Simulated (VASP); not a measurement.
# CsPbBr₃: heating or cooling by molecular dynamics

CsPbBr₃, Pm-3m (no. 221), 10 atoms in the cell. PBEsol, molecular dynamics; PAW potentials Pb, Cs_sv, Br (PBE set).

Ensemble: ramp; Target temperature (K): 1200; Final target temperature (K): 2400; Thermostat: Nose-Hoover, SMASS 0.1.

## Input

INCAR:
```
GGA      = PS             # functional
PREC     = Normal         # precision mode
ENCUT    = 220            # plane-wave cutoff, eV
EDIFF    = 1E-5           # SCF threshold, eV
NELMIN   = 4            
NELM     = 60             # most SCF steps
ALGO     = Normal         # electronic algorithm
LREAL    = Auto         
LASPH    = T              # aspherical terms in the spheres
ISMEAR   = 0              # smearing method
SIGMA    = 0.05           # smearing width, eV
ISYM     = 0            
LWAVE    = F              # write WAVECAR
LCHARG   = F              # write CHGCAR
IBRION   = 0              # ionic algorithm
NSW      = 330            # ionic steps
POTIM    = 3.0            # step
TEBEG    = 1200         
TEEND    = 2400         
ISIF     = 2              # what is computed and relaxed
RANDOM_SEED= 262611 0 0   
MDALGO   = 2            
SMASS    = 0.1          
KPAR     = 2            
NCORE    = 2             
```

KPOINTS:
```
k-points
0
Monkhorst-Pack
  2 2 1
```

POSCAR:
```
CsPbBr3
1.0
    5.8700000000      0.0000000000      0.0000000000
    0.0000000000      5.8700000000      0.0000000000
    0.0000000000      0.0000000000     11.7400000000
Pb Cs Br
2 2 6
Direct
    0.5000000000      0.5000000000      0.2500000000
    0.5000000000      0.5000000000      0.7500000000
    0.0000000000      0.0000000000      0.0000000000
    0.0000000000      0.0000000000      0.5000000000
    0.5000000000      0.5000000000      0.0000000000
    0.5000000000      0.5000000000      0.5000000000
    0.5000000000      0.0000000000      0.2500000000
    0.5000000000      0.0000000000      0.7500000000
    0.0000000000      0.5000000000      0.2500000000
    0.0000000000      0.5000000000      0.7500000000
```

Commands:
```
cat potpaw_PBE.64/Pb/POTCAR potpaw_PBE.64/Cs_sv/POTCAR potpaw_PBE.64/Br/POTCAR > POTCAR
mpirun -np 4 vasp_std > vasp.out
```

## Result

- Mean temperature (K): 1798
- Rise of the mean potential energy above the start (meV/atom): 152.3
- Mean pressure (GPa): 1.47
- Electronic steps per ionic step after the first: 4.0

Course of the run:

| Time (fs) | Temperature (K) | Potential energy less the first (meV/atom) |
|---|---|---|
| 3 | 1204 | 0.0 |
| 78 | 1287 | 54.4 |
| 153 | 1416 | 175.2 |
| 228 | 1544 | 152.7 |
| 309 | 1556 | 94.2 |
| 384 | 1558 | 135.9 |
| 459 | 1661 | 197.0 |
| 534 | 1843 | 170.0 |
| 609 | 2076 | 226.7 |
| 684 | 2197 | 228.8 |
| 765 | 2213 | 132.0 |
| 840 | 2231 | 154.4 |
| 915 | 2160 | 166.1 |
| 990 | 2035 | 208.8 |

REPORT:
```
MDALGO =   2
               SCALING =       0
                 CNEXP =     9.000   14.000
           RANDOM_SEED =            262611                0                0

   original number of atomic DOF:         27
   number of independent constraints:      0
   number of active DOF:                  27

========================================
         MD step No.       1
========================================

  Atomic velocities initialized by STEP_tb

  >Energies
                    E_tot             E_pot             E_kin               EPS                ES
   e_b>   -0.32642138E+02   -0.34042385E+02    0.14002468E+01    0.00000000E+00    0.00000000E+00

  >Temperature
               T_sim     T_inst
   tmprt>   1203.636   1203.636

  >Thermostat:
           s(n+1) sdot(n+1)      s(n)   sdot(n)        Qs
   s_b>  -0.00000  -0.00000   0.00000   0.00000   0.10000

           RANDOM_SEED =            262611               60                0

[... steps left out ...]

========================================
         MD step No.     330
========================================

  >Energies
                    E_tot             E_pot             E_kin               EPS                ES
   e_b>   -0.34558349E+02   -0.31954034E+02    0.23675271E+01    0.15689446E-03   -0.49719993E+01

  >Temperature
               T_sim     T_inst
   tmprt>   2400.000   2035.100

  >Thermostat:
           s(n+1) sdot(n+1)      s(n)   sdot(n)        Qs
   s_b>  -0.89911  -0.02026  -0.89039   0.00281   0.10000

           RANDOM_SEED =            262611               60                0
```

OSZICAR:
```
N       E                     dE             d eps       ncg     rms          rms(c)
DAV:   1     0.351065001953E+03    0.35107E+03   -0.16959E+04   160   0.712E+02
DAV:   2    -0.160194662956E+01   -0.35267E+03   -0.34901E+03   232   0.182E+02
DAV:   3    -0.345628072239E+02   -0.32961E+02   -0.32891E+02   192   0.662E+01
DAV:   4    -0.350046937821E+02   -0.44189E+00   -0.44099E+00   192   0.905E+00
DAV:   5    -0.350142194227E+02   -0.95256E-02   -0.95222E-02   184   0.122E+00    0.144E+01
DAV:   6    -0.341217717346E+02    0.89245E+00   -0.16492E+00   192   0.388E+00    0.836E+00
DAV:   7    -0.340503246186E+02    0.71447E-01   -0.12476E+00   192   0.334E+00    0.308E+00
DAV:   8    -0.340481503356E+02    0.21743E-02   -0.98768E-02   192   0.105E+00    0.234E+00
DAV:   9    -0.340414884095E+02    0.66619E-02   -0.34340E-02   192   0.584E-01    0.484E-01
DAV:  10    -0.340422506540E+02   -0.76224E-03   -0.39579E-03   184   0.226E-01    0.359E-01
DAV:  11    -0.340422108986E+02    0.39755E-04   -0.28295E-04   192   0.623E-02    0.125E-01
DAV:  12    -0.340423474296E+02   -0.13653E-03   -0.25238E-04   192   0.590E-02    0.100E-01
[... left out ...]
    321 T=  2124. E= -.34485034E+02 F= -.32559007E+02 E0= -.32559007E+02  EK= 0.24705E+01 SP= -.44E+01 SK= 0.48E-01
    329 T=  2141. E= -.34549395E+02 F= -.32015999E+02 E0= -.32015999E+02  EK= 0.24908E+01 SP= -.50E+01 SK= 0.97E-02
[... last step whole ...]
       N       E                     dE             d eps       ncg     rms          rms(c)
DAV:   1    -0.319537183523E+02    0.62286E-01   -0.27038E-02   256   0.385E+00    0.634E-02
DAV:   2    -0.319540387983E+02   -0.32045E-03   -0.34103E-03   160   0.249E-01    0.497E-02
DAV:   3    -0.319540357571E+02    0.30413E-05   -0.47317E-05   160   0.303E-02    0.347E-02
DAV:   4    -0.319540337843E+02    0.19728E-05   -0.40525E-06    96   0.828E-03
    330 T=  2035. E= -.34558349E+02 F= -.31954034E+02 E0= -.31954034E+02  EK= 0.23675E+01 SP= -.50E+01 SK= 0.16E-03
```

Limits: 990 fs of 10 atoms are too short for converged averages.

VASP 6.6.1 took 538 s on 4 cores (Intel Xeon Platinum 8488C (Sapphire Rapids)), a shared host.
